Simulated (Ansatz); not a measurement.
The system is Hg.

```
CELL_PARAMETERS angstrom
3.46181 0.00000 0.00000
-1.73090 2.99802 0.00000
0.00000 0.00000 5.48755
ATOMIC_POSITIONS crystal
Hg 0.33333 0.66667 0.25000
Hg 0.66667 0.33333 0.75000
```

| Item | Value |
| --- | --- |
| Program | Ansatz 0.2.0 |
| Task | single point |
| Functional | PBE |
| Potentials or basis | Ansatz PAW |
| Cutoff | 420 eV (not typed: the program's choice for these potentials) |
| k mesh | 9 × 9 × 5 |
| Occupations | fermi-dirac, width 0.05 eV |
| Spin | no spin polarisation |

On this cell: pressure 1.0 GPa; largest force under 0.003 eV/Å; band gap on the k mesh none (metal or under the smearing width).

The same run follows on a disturbed copy (atoms moved at random, drawn with an rms of 0.05 Å):

```
Hg
1.0
     3.46181    0.00000    0.00000
    -1.73090    2.99802    0.00000
     0.00000    0.00000    5.48755
Hg
2
Cartesian
  0.0071 2.0382 1.3259
  1.7326 1.0127 4.1361
```

Problem. What does the disturbed cell give?

Solution. The energy (extrapolated to zero smearing) moves by +1.6 meV/atom; pressure 1.0 GPa; largest force 0.094 eV/Å; band gap on the k mesh none (metal or under the smearing width).

Forces on the atoms (eV/Å):
```
Hg   0.000 -0.002  0.094
Hg   0.000  0.002 -0.094
```

Stress tensor (GPa, compression positive):
```
 0.90 -0.01  0.00
-0.01  0.96 -0.01
 0.00 -0.01  1.17
```
